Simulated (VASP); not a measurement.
# AgBr (Fm-3m) in VASP: single point with PBE

Aim: the single point of AgBr with PBE.

Everything below comes from runs of VASP 6.6.1. Logs are shortened: lines on timing, memory, paths and dates and some standing lists are left out, and cuts for length are marked.

## 1. The crystal as given

It takes space group Fm-3m (No. 225, cubic). Conventional cell: a = 5.784 Å, b = 5.784 Å, c = 5.784 Å, α = 90.00°, β = 90.00°, γ = 90.00°. Ag (site symmetry m-3m) has 6 Br at 2.89 Å as nearest neighbours. Around Br (site symmetry m-3m) lie 6 Ag at 2.89 Å.

The cell is a database's computed one.

## 2. Single point, PBE

File INCAR:

```
SYSTEM = AgBr
PREC = Accurate
ENCUT = 520
EDIFF = 1E-7
ISMEAR = 0
SIGMA = 0.1
LREAL = .FALSE.
LASPH = .TRUE.
NELM = 100
ALGO = Normal
ISIF = 2
LWAVE = .FALSE.
LCHARG = .FALSE.
GGA = PE
NBANDS = 16
```

File KPOINTS:

```
regular mesh
0
G
  6 6 6
  0 0 0
```

File POSCAR:

```
AgBr
1.0
    0.0000000000      2.8921694800      2.8921694800
    2.8921694800      0.0000000000      2.8921694800
    2.8921694800      2.8921694800      0.0000000000
Ag Br
1 1
Direct
    0.0000000000      0.0000000000      0.0000000000
    0.5000000000      0.5000000000      0.5000000000
```

Potentials or basis: VASP PAW PBE potentials, release 64 (Ag, Br).

Run with:

```sh
$ cat potpaw_PBE.64/Ag/POTCAR potpaw_PBE.64/Br/POTCAR > POTCAR
$ mpirun -np 1 vasp_std > vasp.out
```

OUTCAR:

```text
SYSTEM = AgBr
   PREC = Accurate
   ENCUT = 520
   EDIFF = 1E-7
   ISMEAR = 0
   LREAL = .FALSE.
   LASPH = .TRUE.
   NELM = 100
   ISIF = 2
   GGA = PE

 ion  position               nearest neighbor table
   1  0.000  0.000  0.000-   2 2.89   2 2.89   2 2.89   2 2.89   2 2.89   2 2.89
   2  0.500  0.500  0.500-   1 2.89   1 2.89   1 2.89   1 2.89   1 2.89   1 2.89

  LATTYP: Found a face centered cubic cell.
 ALAT       =     5.7843389600

  Lattice vectors:

 A1 = (   0.0000000000,   2.8921694800,   2.8921694800)
 A2 = (   2.8921694800,   0.0000000000,   2.8921694800)
 A3 = (   2.8921694800,   2.8921694800,   0.0000000000)

Analysis of symmetry for initial positions (statically):
=====================================================================
 Subroutine PRICEL returns:
 Original cell was already a primitive cell.

 Routine SETGRP: Setting up the symmetry group for a
 face centered cubic supercell.

 Subroutine GETGRP returns: Found 48 space group operations
 (whereof 48 operations were pure point group operations)
 out of a pool of 48 trial point group operations.

The static configuration has the point symmetry O_h .

Analysis of symmetry for dynamics (positions and initial velocities):
=====================================================================
 Subroutine PRICEL returns:
 Original cell was already a primitive cell.

 Routine SETGRP: Setting up the symmetry group for a
 face centered cubic supercell.

 Subroutine GETGRP returns: Found 48 space group operations
 (whereof 48 operations were pure point group operations)
 out of a pool of 48 trial point group operations.

The dynamic configuration has the point symmetry O_h .

 Subroutine INISYM returns: Found 48 space group operations
 (whereof 48 operations are pure point group operations),
 and found     1 'primitive' translations

----------------------------------------------------------------------------------------

                                     Primitive cell

  volume of cell :      48.3839

  direct lattice vectors                    reciprocal lattice vectors
     0.000000000  2.892169480  2.892169480    -0.172880602  0.172880602  0.172880602
     2.892169480  0.000000000  2.892169480     0.172880602 -0.172880602  0.172880602
     2.892169480  2.892169480  0.000000000     0.172880602  0.172880602 -0.172880602

  length of vectors
     4.090145303  4.090145303  4.090145303     0.299437986  0.299437986  0.299437986

  position of ions in fractional coordinates (direct lattice)
     0.000000000  0.000000000  0.000000000
     0.500000000  0.500000000  0.500000000

[... 69 lines left out ...]
   EDIFFG = 0.1E-05   stopping-criterion for IOM
   NSW    =      0    number of steps for IOM
   IBRION =     -1    ionic relax: 0-MD 1-quasi-New 2-CG
   NFREE  =      0    steps in history (QN), initial steepest desc. (CG)
   ISIF   =      2    stress and relaxation
   ISYM   =      2    0-nonsym 1-usesym 2-fastsym
   POTIM  = 0.5000    time-step for ionic-motion
   TEBEG  =    0.0;   TEEND  =   0.0 temperature during run
   PSTRESS=    0.0 pullay stress
   NELECT =      18.0000    total number of electrons
   NUPDOWN=      -1.0000    fix difference up-down
   EMIN   =  10.00;   EMAX   =-10.00  energy-range for DOS
   EFERMI =   0.00;   METHOD = LEGACY
   ISMEAR =     0;   SIGMA  =   0.10  broadening in eV -4-tet -1-fermi 0-gaus
   EFERMI_NEDOS =   21; number of points for ismear=-14 and -15
   IALGO  =     38    algorithm
   IMIX   =      4    mixing-type and parameters
     AMIX     =   0.40;   BMIX     =  1.00
     AMIX_MAG =   1.60;   BMIX_MAG =  1.00
  volume/ion in A,a.u.               =      24.19       163.26
  Fermi-wavevector in a.u.,A,eV,Ry     =   1.177421  2.225004 18.862045  1.386321
  Thomas-Fermi vector in A             =   2.313768
   LORBIT       =      0    0 simple, 1 ext, 2 COOP (PROOUT), +10 PAW based schemes
   GGA     = PE    functional components
   LHFCALC =     F    Hartree Fock is set to
   AEXX    =    0.0000 exact exchange contribution
   IVDW    =     0    specifies the selected vdW correction
   LEPSILON=     F    determine dielectric tensor
   LRPA    =     F    only Hartree local field effects (RPA)
 non-spin polarized calculation
 Gauss-broadening in eV      SIGMA  =   0.10
  energy-cutoff  :      520.00
  volume of cell :       48.38
 maximum number of plane-waves:      1315
   NGX = 15   NGY = 15   NGZ = 15

 number of electron      18.0000004 magnetization

 Free energy of the ion-electron system (eV)
  ---------------------------------------------------
  ext. energy  EPLUGINS =         0.00000000
  ---------------------------------------------------
  free energy    TOTEN  =        -4.99393395 eV

  energy without entropy =       -4.99393393  energy(sigma->0) =       -4.99393394

 E-fermi :   3.6967     XC(G=0):  -9.7435

 val. band max:        3.3435532604   @ k =   0.5000   0.0000   0.0000
 cond. band min:       4.0201631474   @ k =   0.0000   0.0000   0.0000
 fundamental gap:      0.6766098870
 Fermi energy:         3.6967047971

 k-point     1 :       0.0000    0.0000    0.0000
  band No.  band energies     occupation
      1     -11.5912      2.00000
      2       0.6413      2.00000
      3       0.6413      2.00000
      4       0.6413      2.00000
      5       0.6413      2.00000
      6       0.6413      2.00000
[... 281 lines left out ...]
      3      -0.5218      2.00000
      4      -0.1924      2.00000
      5       1.0291      2.00000
      6       1.0306      2.00000
[... 8 lines left out ...]
     15      16.9456      0.00000
     16      18.1526      0.00000

------------------------ aborting loop because EDIFF is reached ----------------------------------------

  FORCE on cell =-STRESS in cart. coord.  units (eV):
  Direction    XX          YY          ZZ          XY          YZ          ZX
  --------------------------------------------------------------------------------------
  -------------------------------------------------------------------------------------
  Total        0.3585992      0.3585992      0.3585992     -0.0000000      0.0000000      0.0000000
  in kB       11.8745921     11.8745921     11.8745921     -0.0000000      0.0000000      0.0000000
  external PRESSURE =      11.8745921 kB  Pullay stress =       0.0000000 kB

 VOLUME and BASIS-vectors are now :
 -----------------------------------------------------------------------------
  energy-cutoff  :      520.00
  volume of cell :       48.38
      direct lattice vectors                 reciprocal lattice vectors
     0.000000000  2.892169480  2.892169480    -0.172880602  0.172880602  0.172880602
     2.892169480  0.000000000  2.892169480     0.172880602 -0.172880602  0.172880602
     2.892169480  2.892169480  0.000000000     0.172880602  0.172880602 -0.172880602

 POSITION                                       TOTAL-FORCE (eV/Angst)
 -----------------------------------------------------------------------------------
      0.00000      0.00000      0.00000        -0.000000     -0.000000     -0.000000
      2.89217      2.89217      2.89217         0.000000      0.000000      0.000000
 -----------------------------------------------------------------------------------
    total drift:                               -0.000000      0.000000      0.000000

  FREE ENERGIE OF THE ION-ELECTRON SYSTEM (eV)
  ---------------------------------------------------
  free  energy   TOTEN  =        -4.9939339498 eV

  energy  without entropy=       -4.9939339342  energy(sigma->0) =       -4.99393394
```

Wall time 7.3 s (1 thread of Intel Xeon 6975P-C (Granite Rapids), shared host); peak memory 0.17 GiB.

Results:

```yaml
Free_energy: -4.9939 eV
Pressure: 1.2 GPa
Band_gap_on_the_k_mesh: 0.68 eV, indirect (least direct gap 2.53 eV)
```

Levels at points of the mesh, in eV from the valence-band top:
| k point | band 5 | band 6 | band 7 | band 8 | band 9 | band 10 | band 11 | band 12 | band 13 | band 14 |
| --- | --- | --- | --- | --- | --- | --- | --- | --- | --- | --- |
| (0.00, 0.00, 0.00) | -2.70 | -2.70 | -1.85 | -1.85 | -1.85 | 0.68 | 9.92 | 9.92 | 9.92 | 11.19 |
| (0.50, 0.00, 0.00) | -2.41 | -2.41 | -2.08 | 0.00 | 0.00 | 3.80 | 6.46 | 6.81 | 6.81 | 12.20 |
| (0.50, 0.50, 0.00) | -2.72 | -2.55 | -2.31 | -2.31 | -2.23 | 1.65 | 7.10 | 8.97 | 10.93 | 10.93 |

A k mesh can miss the band edges. As with any semilocal functional, this PBE gap is likely too small.
